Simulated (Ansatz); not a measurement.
# O-17 NMR of the central transition in SiO₂

Cell: a computed structure from the Materials Project (it need not be an observed phase), taken as it stands.

Space group Pccn (No. 56); a = 4.7116, b = 8.0926, c = 8.5306 Å.

```csv
site,Wyckoff,site symmetry,x,y,z
Si,8e,1,0.1440,0.0630,0.1591
O9,8e,1,0.5883,0.0542,0.7990
O12,4c,..2,0.2500,0.2500,0.6393
O16,4a,-1,0.0000,0.5000,0.5000
```

One atom of each set is listed.

The numbers come from a DFT calculation in Ansatz (PBE, plane waves and PAW, scalar-relativistic, 420 eV cutoff, Γ-centred 5×3×3 k-points, Fermi–Dirac smearing 0.02 eV).

O-17 has I = 5/2 and Q = -25.58 mb (Pyykkö 2018); at 9.4 T its Larmor frequency is ν₀ = 54.3 MHz. Only the quadrupole interaction is simulated: positions count from each site's isotropic chemical shift, and shift anisotropy, dipolar and J coupling are left out.

Task: What does the O-17 spectrum (static powder) show for each site?

Result: 

| site | first shell | C_Q (MHz) | η | P_Q (MHz) | δ_QIS (ppm) | breadth (kHz) |
| --- | --- | --- | --- | --- | --- | --- |
| O9 | 2 Si at 1.62 Å, angle 136° | -5.46 | 0.32 | 5.55 | -62.8 | 22.1 |
| O12 | 2 Si at 1.60 Å, angle 168° | -6.27 | 0.07 | 6.27 | -80.1 | 24.0 |
| O16 | 2 Si at 1.60 Å, angle 180° | -6.35 | 0.04 | 6.35 | -82.2 | 24.0 |

δ_QIS = −(ν_Q²/30ν₀²)[I(I+1) − 3/4](1 + η²/3) × 10⁶ ppm with ν_Q = 3|C_Q|/[2I(2I−1)]; it falls as 1/B₀² in ppm, and the breadth as 1/B₀ in kHz.

At O12 and O16 V_zz points along the line of its two bonds (within 2°) in each case. At O9 V_zz runs parallel to the line that joins its two neighbours (within 1°).

At this cell the PBE pressure is 5 GPa, so with PBE the cell would grow if it were relaxed. The entry's cell may itself be off. The largest force is 0.4 eV/Å, so the atoms aren't at the calculated equilibrium and relaxing them would move these values.
